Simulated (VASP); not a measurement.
# BN (F-43m) in VASP: a series of runs

Runs on BN. Level: PBEsol. Tasks: single point.

Everything below comes from runs of VASP 6.6.1. Logs are shortened: lines on timing, memory, paths and dates and some standing lists are left out, and cuts for length are marked.

**Experimental background.**

From a printed reference work, monograph, for a bulk crystal of BN at 300 K: band gap 6.4 eV (indirect).

The results are compared with them further down.

## Step 1: The cell of the first run

Symmetry: F-43m, No. 216, cubic system. Conventional cell: a = 3.610 Å, b = 3.610 Å, c = 3.610 Å, α = 90.00°, β = 90.00°, γ = 90.00°. Within 2.1 Å of B (site symmetry -43m) lie 4 N at 1.56 Å. N (site symmetry -43m) has 4 B at 1.56 Å within 2.1 Å.

## Step 2: Single point, PBEsol

INCAR

```
SYSTEM = BN
PREC     = Accurate       ! precision mode
ENCUT    = 520            ! plane-wave cutoff, eV
EDIFF    = 1E-7           ! SCF threshold, eV
ISMEAR   = 0              ! smearing method
SIGMA    = 0.01           ! smearing width, eV
LREAL    = .FALSE.        ! projectors in reciprocal space
LASPH    = .TRUE.         ! aspherical terms in the spheres
NELM     = 100            ! most SCF steps
ALGO     = Normal         ! electronic algorithm
ISIF     = 2              ! what is computed and relaxed
LWAVE    = .FALSE.        ! write WAVECAR
LCHARG   = .FALSE.        ! write CHGCAR
GGA      = PS             ! functional
NBANDS   = 11             ! bands
```

KPOINTS

```
regular mesh
0
G
  8 8 8
  0 0 0
```

POSCAR

```
BN
1.0
    0.0000000000      1.8048245542      1.8048245542
    1.8048245542      0.0000000000      1.8048245542
    1.8048245542      1.8048245542      0.0000000000
B N
1 1
Direct
    0.0000000000      0.0000000000      0.0000000000
    0.2500000000      0.2500000000      0.2500000000
```

Potentials or basis: VASP PAW PBE potentials, release 64 (B, N).

Run with:

```console
$ cat potpaw_PBE.64/B/POTCAR potpaw_PBE.64/N/POTCAR > POTCAR
$ mpirun -np 1 vasp_std > vasp.out
```

OUTCAR:

```text
SYSTEM = BN
   PREC = Accurate
   ENCUT = 520
   EDIFF = 1E-7
   ISMEAR = 0
   LREAL = .FALSE.
   LASPH = .TRUE.
   NELM = 100
   ISIF = 2
   GGA = PS

 ion  position               nearest neighbor table
   1  0.000  0.000  0.000-   2 1.56   2 1.56   2 1.56   2 1.56
   2  0.250  0.250  0.250-   1 1.56   1 1.56   1 1.56   1 1.56

  LATTYP: Found a face centered cubic cell.
 ALAT       =     3.6096491084

  Lattice vectors:

 A1 = (   0.0000000000,   1.8048245542,   1.8048245542)
 A2 = (   1.8048245542,   0.0000000000,   1.8048245542)
 A3 = (   1.8048245542,   1.8048245542,   0.0000000000)

Analysis of symmetry for initial positions (statically):
=====================================================================
 Subroutine PRICEL returns:
 Original cell was already a primitive cell.

 Routine SETGRP: Setting up the symmetry group for a
 face centered cubic supercell.

 Subroutine GETGRP returns: Found 24 space group operations
 (whereof 24 operations were pure point group operations)
 out of a pool of 48 trial point group operations.

The static configuration has the point symmetry T_d .

Analysis of symmetry for dynamics (positions and initial velocities):
=====================================================================
 Subroutine PRICEL returns:
 Original cell was already a primitive cell.

 Routine SETGRP: Setting up the symmetry group for a
 face centered cubic supercell.

 Subroutine GETGRP returns: Found 24 space group operations
 (whereof 24 operations were pure point group operations)
 out of a pool of 48 trial point group operations.

The dynamic configuration has the point symmetry T_d .

 Subroutine INISYM returns: Found 24 space group operations
 (whereof 24 operations are pure point group operations),
 and found     1 'primitive' translations

----------------------------------------------------------------------------------------

                                     Primitive cell

  volume of cell :      11.7580

  direct lattice vectors                    reciprocal lattice vectors
     0.000000000  1.804824554  1.804824554    -0.277035238  0.277035238  0.277035238
     1.804824554  0.000000000  1.804824554     0.277035238 -0.277035238  0.277035238
     1.804824554  1.804824554  0.000000000     0.277035238  0.277035238 -0.277035238

  length of vectors
     2.552407362  2.552407362  2.552407362     0.479839108  0.479839108  0.479839108

  position of ions in fractional coordinates (direct lattice)
     0.000000000  0.000000000  0.000000000
     0.250000000  0.250000000  0.250000000

  ion indices of the primitive-cell ions
   primitive index   ion index
                 1           1
                 2           2

----------------------------------------------------------------------------------------

 KPOINTS: regular mesh

Automatic generation of k-mesh.
 Grid dimensions read from file:
 generate k-points for:    8    8    8

 Generating k-lattice:

  Cartesian coordinates                     Fractional coordinates (reciprocal lattice)
    -0.034629405  0.034629405  0.034629405     0.125000000  0.000000000  0.000000000
     0.034629405 -0.034629405  0.034629405     0.000000000  0.125000000  0.000000000
     0.034629405  0.034629405 -0.034629405     0.000000000  0.000000000  0.125000000

  Length of vectors
     0.059979888  0.059979888  0.059979888

  Shift w.r.t. Gamma in fractional coordinates (k-lattice)
     0.000000000  0.000000000  0.000000000

 Subroutine IBZKPT returns following result:
 ===========================================

 Found     29 irreducible k-points:

 Following reciprocal coordinates:
            Coordinates               Weight
  0.000000  0.000000  0.000000      1.000000
  0.125000  0.000000  0.000000      8.000000
  0.250000  0.000000  0.000000      8.000000
  0.375000  0.000000  0.000000      8.000000
  0.500000  0.000000  0.000000      4.000000
  0.125000  0.125000  0.000000      6.000000
[... 16 lines left out ...]
  0.500000  0.250000  0.125000     48.000000
 -0.375000  0.250000  0.125000     24.000000
 [... further k-points ...]
   k-points           NKPTS =     29   k-points in BZ     NKDIM =     29   number of bands    NBANDS=     11
   number of dos      NEDOS =    301   number of ions     NIONS =      2
   total plane-waves  NPLWV =   8000
   dimension x,y,z NGX =    20 NGY =   20 NGZ =   20
   dimension x,y,z NGXF=    40 NGYF=   40 NGZF=   40
   ions per type =               1   1
   NGX,Y,Z   is equivalent  to a cutoff of  13.03, 13.03, 13.03 a.u.
   NGXF,Y,Z  is equivalent  to a cutoff of  26.05, 26.05, 26.05 a.u.
 SYSTEM =  BN
   PREC   = accura    normal or accurate (medium, high low for compatibility)
   ISTART =      0    job   : 0-new  1-cont  2-samecut
   ICHARG =      2    charge: 1-file 2-atom 10-const
   ISPIN  =      1    spin polarized calculation?
   LNONCOLLINEAR =      F non collinear calculations
   LSORBIT =      F    spin-orbit coupling
[... 62 lines left out ...]
      3       7.4179      2.00000
      4       7.4179      2.00000
      5      16.2002      0.00000
      6      16.2002      0.00000
      7      16.2002      0.00000
      8      17.7571      0.00000
      9      32.0110      0.00000
     10      35.1618      0.00000
     11      35.1618      0.00000

 k-point     2 :       0.1250    0.0000    0.0000
  band No.  band energies     occupation
      1     -12.5035      2.00000
      2       5.5229      2.00000
      3       7.0328      2.00000
      4       7.0328      2.00000
      5      16.5683      0.00000
      6      16.7762      0.00000
      7      16.7762      0.00000
      8      18.9494      0.00000
      9      31.4902      0.00000
     10      31.9344      0.00000
     11      31.9344      0.00000

 k-point     3 :       0.2500    0.0000    0.0000
  band No.  band energies     occupation
      1     -11.3917      2.00000
      2       1.8873      2.00000
      3       6.2779      2.00000
      4       6.2779      2.00000
      5      17.0427      0.00000
      6      17.7241      0.00000
      7      17.7241      0.00000
      8      20.9563      0.00000
      9      30.6154      0.00000
     10      30.8820      0.00000
     11      30.8820      0.00000

 k-point     4 :       0.3750    0.0000    0.0000
  band No.  band energies     occupation
      1      -9.7420      2.00000
      2      -1.6031      2.00000
      3       5.6780      2.00000
      4       5.6780      2.00000
      5      17.4254      0.00000
      6      18.0696      0.00000
      7      18.0696      0.00000
      8      22.1738      0.00000
      9      30.4529      0.00000
     10      32.4362      0.00000
     11      32.4362      0.00000

 k-point     5 :       0.5000    0.0000    0.0000
  band No.  band energies     occupation
      1      -8.5956      2.00000
      2      -3.4018      2.00000
      3       5.4603      2.00000
      4       5.4603      2.00000
      5      17.5682      0.00000
      6      18.0634      0.00000
      7      18.0634      0.00000
      8      22.5388      0.00000
      9      30.6655      0.00000
     10      34.1895      0.00000
     11      34.2287      0.00000
[... 211 lines left out ...]
 k-point    21 :       0.5000    0.5000    0.0000
  band No.  band energies     occupation
      1      -7.2118      2.00000
      2      -1.5762      2.00000
      3       2.4563      2.00000
      4       2.4563      2.00000
      5      11.6990      0.00000
      6      16.5335      0.00000
      7      25.3622      0.00000
      8      25.3622      0.00000
      9      28.1131      0.00000
     10      34.6495      0.00000
     11      40.9602      0.00000

 k-point    22 :       0.3750    0.2500    0.1250
  band No.  band energies     occupation
      1     -10.4433      2.00000
      2       1.6726      2.00000
      3       3.4294      2.00000
      4       5.3754      2.00000
      5      15.9057      0.00000
      6      19.2381      0.00000
      7      19.9906      0.00000
      8      20.7309      0.00000
      9      26.7469      0.00000
     10      32.9914      0.00000
     11      34.6943      0.00000

 k-point    23 :       0.5000    0.2500    0.1250
  band No.  band energies     occupation
      1      -8.8992      2.00000
      2      -0.8873      2.00000
      3       2.6161      2.00000
      4       4.4329      2.00000
      5      16.6999      0.00000
      6      18.7285      0.00000
      7      21.1691      0.00000
      8      22.0293      0.00000
      9      27.3638      0.00000
     10      32.5747      0.00000
     11      34.8343      0.00000

 k-point    24 :      -0.3750    0.2500    0.1250
  band No.  band energies     occupation
      1      -7.8817      2.00000
      2      -2.3964      2.00000
      3       2.5488      2.00000
      4       3.9207      2.00000
      5      16.8728      0.00000
      6      18.5631      0.00000
      7      21.8145      0.00000
      8      23.1731      0.00000
      9      26.7144      0.00000
     10      33.2168      0.00000
     11      34.8220      0.00000

 [... further k-points ...]

------------------------ aborting loop because EDIFF is reached ----------------------------------------

  FORCE on cell =-STRESS in cart. coord.  units (eV):
  Direction    XX          YY          ZZ          XY          YZ          ZX
  --------------------------------------------------------------------------------------
  -------------------------------------------------------------------------------------
  Total       -0.0477317     -0.0477317     -0.0477317      0.0000000      0.0000000      0.0000000
  in kB       -6.5040316     -6.5040316     -6.5040316      0.0000000      0.0000000      0.0000000
  external PRESSURE =      -6.5040316 kB  Pullay stress =       0.0000000 kB

 VOLUME and BASIS-vectors are now :
 -----------------------------------------------------------------------------
  energy-cutoff  :      520.00
  volume of cell :       11.76
      direct lattice vectors                 reciprocal lattice vectors
     0.000000000  1.804824554  1.804824554    -0.277035238  0.277035238  0.277035238
     1.804824554  0.000000000  1.804824554     0.277035238 -0.277035238  0.277035238
     1.804824554  1.804824554  0.000000000     0.277035238  0.277035238 -0.277035238

 POSITION                                       TOTAL-FORCE (eV/Angst)
 -----------------------------------------------------------------------------------
      0.00000      0.00000      0.00000        -0.000000     -0.000000     -0.000000
      0.90241      0.90241      0.90241         0.000000      0.000000      0.000000
 -----------------------------------------------------------------------------------
    total drift:                                0.000000      0.000000      0.000000

  FREE ENERGIE OF THE ION-ELECTRON SYSTEM (eV)
  ---------------------------------------------------
  free  energy   TOTEN  =       -18.3465783350 eV

  energy  without entropy=      -18.3465783350  energy(sigma->0) =      -18.34657834
```

Wall time 6.4 s (1 thread of Intel Xeon 8259CL, shared host); peak memory 0.12 GiB.

What came out:

```yaml
Free_energy: -18.3466 eV
Pressure: -0.7 GPa
Band_gap_on_the_k_mesh: 4.28 eV (least direct gap 8.78 eV)
```

Caveat: the PAW data sets were made with another functional, which shifts forces and pressure a little.

## Step 3: Single point, PBEsol

INCAR

```
SYSTEM = BN
ALGO     = Normal         ! electronic algorithm
EDIFF    = 1E-7           ! SCF threshold, eV
ENCUT    = 520            ! plane-wave cutoff, eV
GGA      = PS             ! functional
ISIF     = 2              ! what is computed and relaxed
ISMEAR   = 1              ! smearing method
LASPH    = .True.         ! aspherical terms in the spheres
LCHARG   = .True.         ! write CHGCAR
LELF     = .True.         ! ELF
LREAL    = .False.        ! projectors in reciprocal space
LVHAR    = .True.       
LWAVE    = .False.        ! write WAVECAR
NBANDS   = 11             ! bands
NELM     = 100            ! most SCF steps
PREC     = Accurate       ! precision mode
SIGMA    = 0.5            ! smearing width, eV
```

KPOINTS

```
k-points
0
Gamma
  8 8 8
  0 0 0
```

POSCAR is that of step 2.

Potentials or basis: VASP PAW PBE potentials, release 64 (B, N).

Run with:

```console
$ cat potpaw_PBE.64/B/POTCAR potpaw_PBE.64/N/POTCAR > POTCAR
$ mpirun -np 1 vasp_std > vasp.out
```

Wall time 6.2 s (1 thread of Intel Xeon 8259CL, shared host); peak memory 0.12 GiB.

The run converged. Its results:

```yaml
Free_energy: -18.3455 eV
Pressure: -0.7 GPa
Band_gap_on_the_k_mesh: 4.28 eV (least direct gap 8.78 eV)
```

Levels at points of the mesh, in eV from the valence-band top:
| k point | band 2 | band 3 | band 4 | band 5 | band 6 | band 7 |
| --- | --- | --- | --- | --- | --- | --- |
| (0.00, 0.00, 0.00) | 0.00 | 0.00 | 0.00 | 8.78 | 8.78 | 8.78 |
| (0.50, 0.00, 0.00) | -10.82 | -1.96 | -1.96 | 10.15 | 10.65 | 10.65 |
| (0.50, 0.50, 0.00) | -8.99 | -4.96 | -4.96 | 4.28 | 9.12 | 17.94 |

Caveat: the PAW data sets were made with another functional, which shifts forces and pressure a little.

## Step 4: Single point, PBEsol

INCAR

```
ALGO     = Normal         # electronic algorithm
EDIFF    = 1E-6           # SCF threshold, eV
ENCUT    = 520            # plane-wave cutoff, eV
GGA      = PS             # functional
ISIF     = 2              # what is computed and relaxed
ISMEAR   = 0              # smearing method
LASPH    = True           # aspherical terms in the spheres
LCHARG   = False          # write CHGCAR
LREAL    = False          # projectors in reciprocal space
LWAVE    = False          # write WAVECAR
NBANDS   = 11             # bands
NELM     = 60             # most SCF steps
PREC     = Accurate       # precision mode
SIGMA    = 0.5            # smearing width, eV
```

KPOINTS

```
k-points
0
Gamma
  8 8 8
```

POSCAR is that of step 3.

Run with:

```console
$ cat potpaw_PBE.64/B/POTCAR potpaw_PBE.64/N/POTCAR > POTCAR
$ mpirun -np 1 vasp_std > vasp.out
```

Wall time 6.7 s (1 thread of Intel Xeon 8259CL, shared host); peak memory 0.12 GiB.

Results (log left out):

* Free energy: -18.3466 eV
* Pressure: -0.6 GPa
* Band gap on the k mesh: 4.28 eV (least direct gap 8.78 eV)

Levels at points of the mesh, in eV from the valence-band top:
| k point | band 1 | band 2 | band 3 | band 4 | band 5 | band 6 | band 7 | band 8 | band 9 |
| --- | --- | --- | --- | --- | --- | --- | --- | --- | --- |
| (0.00, 0.00, 0.00) | -20.30 | 0.00 | 0.00 | 0.00 | 8.78 | 8.78 | 8.78 | 10.34 | 24.59 |
| (0.50, 0.00, 0.00) | -16.01 | -10.82 | -1.96 | -1.96 | 10.15 | 10.65 | 10.65 | 15.12 | 23.25 |
| (0.50, 0.50, 0.00) | -14.63 | -8.99 | -4.96 | -4.96 | 4.28 | 9.12 | 17.94 | 17.94 | 20.70 |

Caveat: the PAW data sets were made with another functional, which shifts forces and pressure a little.

## Step 5: Single point, PBEsol

INCAR

```
PREC = Accurate
ENCUT = 520
EDIFF = 1E-6
ISMEAR = 0
SIGMA = 0.01
LREAL = False
LASPH = True
NELM = 100
ALGO = Normal
ISIF = 2
LWAVE = False
LCHARG = True
GGA = PS
LELF = True
LVHAR = True
NBANDS = 11
```

KPOINTS

```
Automatic mesh
0
Gamma
  8 8 8
```

POSCAR is that of step 4.

Run with:

```console
$ cat potpaw_PBE.64/B/POTCAR potpaw_PBE.64/N/POTCAR > POTCAR
$ mpirun -np 1 vasp_std > vasp.out
```

It took 7.2 s on 1 thread of Intel Xeon 8259CL, shared host; peak memory 0.12 GiB.

Results (log left out):

```
Free energy            : -18.3466 eV
Pressure               : -0.6 GPa
Band gap on the k mesh : 4.28 eV (least direct gap 8.78 eV)
```

Levels at points of the mesh, in eV from the valence-band top:
| k point | band 1 | band 2 | band 3 | band 4 | band 5 | band 6 | band 7 | band 8 |
| --- | --- | --- | --- | --- | --- | --- | --- | --- |
| (0.00, 0.00, 0.00) | -20.30 | 0.00 | 0.00 | 0.00 | 8.78 | 8.78 | 8.78 | 10.34 |
| (0.50, 0.00, 0.00) | -16.01 | -10.82 | -1.96 | -1.96 | 10.15 | 10.65 | 10.65 | 15.12 |
| (0.50, 0.50, 0.00) | -14.63 | -8.99 | -4.96 | -4.96 | 4.28 | 9.12 | 17.94 | 17.94 |

Caveat: the PAW data sets were made with another functional, which shifts forces and pressure a little.

## Step 6: Overview

```csv
smearing,gap on the mesh (eV),pressure (GPa)
gaussian 0.01 eV,4.28,-0.6
methfessel-paxton 0.5 eV,4.28,-0.7
gaussian 0.5 eV,4.28,-0.6
```

Alike in all rows: task single point; level PBEsol; potentials or basis VASP PAW PBE potentials, release 64 (B, N); no spin polarisation; cell as given; k mesh 8 × 8 × 8; cutoff (eV) 520.

Caveats: the PAW data sets were made with another functional, which shifts forces and pressure a little.

Absolute energies hang on the potentials; compare differences alone.

## Step 7: Comparison with measurements

Step 2. A measured gap of BN is 6.4 eV (indirect; 300 K; a printed reference work, monograph); the calculated 4.28 eV misses it by -2.12 eV. The value is that of PBEsol on a finite k mesh, which can miss the band edges, without temperature or zero-point motion. Semilocal functionals fall short of measured gaps as a rule.

Step 3. Against the measured gap of BN, 6.4 eV (indirect; 300 K; a printed reference work, monograph), the calculated 4.28 eV is off by -2.12 eV. The value is that of PBEsol on a finite k mesh, which can miss the band edges, without temperature or zero-point motion. Semilocal functionals fall short of measured gaps as a rule.

Step 4. A measured gap of BN is 6.4 eV (indirect; 300 K; a printed reference work, monograph); the calculated 4.28 eV misses it by -2.12 eV. The value is that of PBEsol on a finite k mesh, which can miss the band edges, without temperature or zero-point motion. Semilocal functionals fall short of measured gaps as a rule.

Step 5. A measured gap of BN is 6.4 eV (indirect; 300 K; a printed reference work, monograph); the calculated 4.28 eV misses it by -2.12 eV. The value is that of PBEsol on a finite k mesh, which can miss the band edges, without temperature or zero-point motion. Semilocal functionals fall short of measured gaps as a rule.
